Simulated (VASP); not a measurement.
# CdO (Monteponite) (Fm-3m) in VASP: notebook

One crystal, CdO (Monteponite), is run at these levels: LDA; tasks: single point.

All numbers are computed with VASP 6.6.1; they aren't measurements. Logs are shortened: lines on timing, memory, paths and dates and some standing lists are left out, and cuts for length are marked.

### 1 The crystal as given

Symmetry: Fm-3m, No. 225, cubic system. The conventional cell has a = 4.699 Å, b = 4.699 Å, c = 4.699 Å, α = 90.00°, β = 90.00°, γ = 90.00°. Cd (site symmetry m-3m) has 6 O at 2.35 Å as nearest neighbours. O (site symmetry m-3m) has 6 Cd at 2.35 Å as nearest neighbours.

### 2 Single point, LDA, spin-orbit coupling, no magnetisation

INCAR

```
ALGO = Normal
EDIFF = 1E-7
ENCUT = 400
GGA_COMPAT = F
ISIF = 2
ISMEAR = 0
LASPH = T
LCHARG = F
LNONCOLLINEAR = T
LORBIT = 11
LREAL = F
LSORBIT = T
LWAVE = F
MAGMOM = 0 0 0 0 0 0
NBANDS = 34
NELM = 100
PREC = Accurate
SIGMA = 0.02
```

KPOINTS

```
k-points
0
Gamma
  7 7 7
```

POSCAR

```
CdO
1.0
    0.0000000000      2.3495000000      2.3495000000
    2.3495000000      0.0000000000      2.3495000000
    2.3495000000      2.3495000000      0.0000000000
Cd O
1 1
Direct
    0.0000000000      0.0000000000      0.0000000000
    0.5000000000      0.5000000000      0.5000000000
```

Potentials or basis: VASP PAW LDA potentials, release 64 (Cd, O).

Started as:

```console
> cat potpaw_LDA.64/Cd/POTCAR potpaw_LDA.64/O/POTCAR > POTCAR
> mpirun -np 1 vasp_ncl > vasp.out
```

OUTCAR:

```text
EDIFF = 1E-7
   ENCUT = 400
   ISIF = 2
   ISMEAR = 0
   LASPH = T
   LNONCOLLINEAR = T
   LORBIT = 11
   LREAL = F
   LSORBIT = T
   NELM = 100
   PREC = Accurate

 Found     20 irreducible k-points:

 Following reciprocal coordinates:
            Coordinates               Weight
  0.000000  0.000000  0.000000      1.000000
  0.142857  0.000000  0.000000      8.000000
  0.285714  0.000000  0.000000      8.000000
  0.428571  0.000000  0.000000      8.000000
  0.142857  0.142857  0.000000      6.000000
  0.285714  0.142857  0.000000     24.000000
   k-points           NKPTS =     20   k-points in BZ     NKDIM =     20   number of bands    NBANDS=     34
   number of dos      NEDOS =    301   number of ions     NIONS =      2
   total plane-waves  NPLWV =  13824
   dimension x,y,z NGX =    24 NGY =   24 NGZ =   24
   dimension x,y,z NGXF=    48 NGYF=   48 NGZF=   48
   ions per type =               1   1
   NGX,Y,Z   is equivalent  to a cutoff of  12.01, 12.01, 12.01 a.u.
   NGXF,Y,Z  is equivalent  to a cutoff of  24.02, 24.02, 24.02 a.u.
 SYSTEM =  unknown system
   PREC   = accura    normal or accurate (medium, high low for compatibility)
   ISTART =      0    job   : 0-new  1-cont  2-samecut
   ICHARG =      2    charge: 1-file 2-atom 10-const
   ISPIN  =      1    spin polarized calculation?
   LNONCOLLINEAR =      T non collinear calculations
   LSORBIT =      T    spin-orbit coupling
   LASPH  =      T    aspherical Exc in radial PAW
   ENCUT  =  400.0 eV  29.40 Ry    5.42 a.u.   5.42  5.42  5.42*2*pi/ulx,y,z
   NELM   =    100;   NELMIN=  2; NELMDL= -5     # of ELM steps
   EDIFF  = 0.1E-06   stopping-criterion for ELM
   LREAL  =      F    real-space projection
   EDIFFG = 0.1E-05   stopping-criterion for IOM
   NSW    =      0    number of steps for IOM
   IBRION =     -1    ionic relax: 0-MD 1-quasi-New 2-CG
   NFREE  =      0    steps in history (QN), initial steepest desc. (CG)
   ISIF   =      2    stress and relaxation
   ISYM   =      2    0-nonsym 1-usesym 2-fastsym
   POTIM  = 0.5000    time-step for ionic-motion
   TEBEG  =    0.0;   TEEND  =   0.0 temperature during run
   PSTRESS=    0.0 pullay stress
   NELECT =      18.0000    total number of electrons
   NUPDOWN=      -1.0000    fix difference up-down
   EMIN   =  10.00;   EMAX   =-10.00  energy-range for DOS
   EFERMI =   0.00;   METHOD = LEGACY
   ISMEAR =     0;   SIGMA  =   0.02  broadening in eV -4-tet -1-fermi 0-gaus
   EFERMI_NEDOS =   21; number of points for ismear=-14 and -15
   IALGO  =     38    algorithm
   IMIX   =      4    mixing-type and parameters
     AMIX     =   0.40;   BMIX     =  1.00
[... 250 lines left out ...]
  external PRESSURE =     -89.4643069 kB  Pullay stress =       0.0000000 kB

 VOLUME and BASIS-vectors are now :
 -----------------------------------------------------------------------------
  energy-cutoff  :      400.00
  volume of cell :       25.94
      direct lattice vectors                 reciprocal lattice vectors
     0.000000000  2.349500000  2.349500000    -0.212811236  0.212811236  0.212811236
     2.349500000  0.000000000  2.349500000     0.212811236 -0.212811236  0.212811236
     2.349500000  2.349500000  0.000000000     0.212811236  0.212811236 -0.212811236

 POSITION                                       TOTAL-FORCE (eV/Angst)
 -----------------------------------------------------------------------------------
      0.00000      0.00000      0.00000         0.000000      0.000000      0.000000
      2.34950      2.34950      2.34950         0.000000      0.000000      0.000000
 -----------------------------------------------------------------------------------
    total drift:                               -0.000000     -0.000000     -0.000000

  FREE ENERGIE OF THE ION-ELECTRON SYSTEM (eV)
  ---------------------------------------------------
  free  energy   TOTEN  =        -9.3711922495 eV

  energy  without entropy=       -9.3710548722  energy(sigma->0) =       -9.37112356

 Spin-Orbit-Coupling matrix elements

 Ion:    1  E_soc:     -0.0527966
 l=   1
     0.0000000    -0.0018117    -0.0018117
    -0.0018117     0.0000000    -0.0018117
    -0.0018117    -0.0018117     0.0000000
 l=   2
     0.0000000    -0.0014305     0.0000000    -0.0014305    -0.0055571
    -0.0014305     0.0000000    -0.0041679    -0.0014305    -0.0013893
     0.0000000    -0.0041679     0.0000000    -0.0041679     0.0000000
    -0.0014305    -0.0014305    -0.0041679     0.0000000    -0.0013893
    -0.0055571    -0.0013893     0.0000000    -0.0013893     0.0000000
 l=   3
     0.0000000     0.0000000     0.0000000     0.0000000     0.0000000     0.0000000     0.0000000
     0.0000000     0.0000000     0.0000000     0.0000000     0.0000000     0.0000000     0.0000000
     0.0000000     0.0000000     0.0000000     0.0000000     0.0000000     0.0000000     0.0000000
     0.0000000     0.0000000     0.0000000     0.0000000     0.0000000     0.0000000     0.0000000
     0.0000000     0.0000000     0.0000000     0.0000000     0.0000000     0.0000000     0.0000000
     0.0000000     0.0000000     0.0000000     0.0000000     0.0000000     0.0000000     0.0000000
     0.0000000     0.0000000     0.0000000     0.0000000     0.0000000     0.0000000     0.0000000

 Ion:    2  E_soc:     -0.0003413
 l=   1
     0.0000000    -0.0000569    -0.0000569
    -0.0000569     0.0000000    -0.0000569
    -0.0000569    -0.0000569     0.0000000
 l=   2
     0.0000000     0.0000000     0.0000000     0.0000000     0.0000000
     0.0000000     0.0000000     0.0000000     0.0000000     0.0000000
     0.0000000     0.0000000     0.0000000     0.0000000     0.0000000
     0.0000000     0.0000000     0.0000000     0.0000000     0.0000000
     0.0000000     0.0000000     0.0000000     0.0000000     0.0000000
 l=   3
     0.0000000     0.0000000     0.0000000     0.0000000     0.0000000     0.0000000     0.0000000
     0.0000000     0.0000000     0.0000000     0.0000000     0.0000000     0.0000000     0.0000000
     0.0000000     0.0000000     0.0000000     0.0000000     0.0000000     0.0000000     0.0000000
     0.0000000     0.0000000     0.0000000     0.0000000     0.0000000     0.0000000     0.0000000
     0.0000000     0.0000000     0.0000000     0.0000000     0.0000000     0.0000000     0.0000000
     0.0000000     0.0000000     0.0000000     0.0000000     0.0000000     0.0000000     0.0000000
     0.0000000     0.0000000     0.0000000     0.0000000     0.0000000     0.0000000     0.0000000

 total charge

# of ion       s       p       d       tot
------------------------------------------
    1        0.347   0.264   9.637  10.248
    2        1.587   3.346   0.000   4.932
--------------------------------------------------
tot          1.934   3.610   9.637  15.180

 magnetization (x)

# of ion       s       p       d       tot
------------------------------------------
    1        0.000   0.000   0.000   0.000
    2        0.000   0.000   0.000   0.000
--------------------------------------------------
tot          0.000   0.000   0.000   0.000

 magnetization (y)

# of ion       s       p       d       tot
------------------------------------------
    1       -0.000   0.000  -0.000   0.000
    2        0.000  -0.000   0.000   0.000
--------------------------------------------------
tot          0.000   0.000  -0.000   0.000

 magnetization (z)

# of ion       s       p       d       tot
------------------------------------------
    1       -0.000   0.000  -0.000  -0.000
    2        0.000  -0.000   0.000   0.000
--------------------------------------------------
tot          0.000   0.000  -0.000   0.000
```

Run time: 14 s. Hardware: 1 thread of Intel Xeon Platinum 8488C (Sapphire Rapids), shared host; peak memory 0.17 GiB.

The run converged, but some of its settings lie outside the range that counts as converged, so its numbers aren't taken as properties of the crystal.

What came out:

| Quantity | Value |
| --- | --- |
| Free energy | -9.3712 eV |
| Valence electrons inside the program's atomic spheres | Cd 10.25; O 4.93 |

Caveat: the cutoff is under 1.25 times the usual one of these potentials, so pressure, stress and relaxed cells hold a basis-set (Pulay) error.

### 3 Single point, LDA, spin-orbit coupling, no magnetisation

INCAR: that of step 2 with these lines changed.

```diff
@@ -1,3 +1,3 @@
 ALGO = Normal
-EDIFF = 1E-7
+EDIFF = 1E-4
 ENCUT = 400
```

KPOINTS is that of step 2.

POSCAR is that of step 2.

Potentials or basis: VASP PAW LDA potentials, release 64 (Cd, O).

Started as:

```console
> cat potpaw_LDA.64/Cd/POTCAR potpaw_LDA.64/O/POTCAR > POTCAR
> mpirun -np 1 vasp_ncl > vasp.out
```

It took 11 s on 1 thread of Intel Xeon Platinum 8488C (Sapphire Rapids), shared host; peak memory 0.17 GiB.

The run converged, but some of its settings lie outside the range that counts as converged, so its numbers aren't taken as properties of the crystal.

What came out:

| Item | Value |
| --- | --- |
| Free energy | -9.3712 eV |
| Valence electrons inside the program's atomic spheres | Cd 10.25; O 4.93 |

Caveat: the cutoff is under 1.25 times the usual one of these potentials, so pressure, stress and relaxed cells hold a basis-set (Pulay) error.
